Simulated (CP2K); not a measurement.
# Hf in CP2K: the effect of functional

Crystal: Hf.

```
CELL_PARAMETERS angstrom
3.19670 0.00000 0.00000
-1.59835 2.76842 0.00000
0.00000 0.00000 5.05780
ATOMIC_POSITIONS crystal
Hf 0.66667 0.33333 0.75000
Hf 0.33333 0.66667 0.25000
```

Alike in all runs:

* Program: CP2K 2026.2
* Task: band structure
* Potentials or basis: POTENTIAL_UZH Hf GTH-PBE-q12; TZVP-MOLOPT-PBE-GTH basis
* Density cutoff: 9184 eV
* k mesh: 10 × 10 × 5
* Occupations: fermi-dirac, width 0.05 eV
* Spin: no spin polarisation

```csv
functional,pressure (GPa)
PBE,0.8
LDA,-5.6
PBEsol,-2.9
BLYP,3.7
AM05,-2.6
OLYP,-0.1
r2SCAN,?
```

Task: What does the run with functional r2SCAN give?

Result: Pressure 2.1 GPa.

Caveats: the basis of atomic orbitals isn't converged, which shifts pressures, moduli and gaps; the potentials were made for another functional, which shifts forces and pressure (some runs).
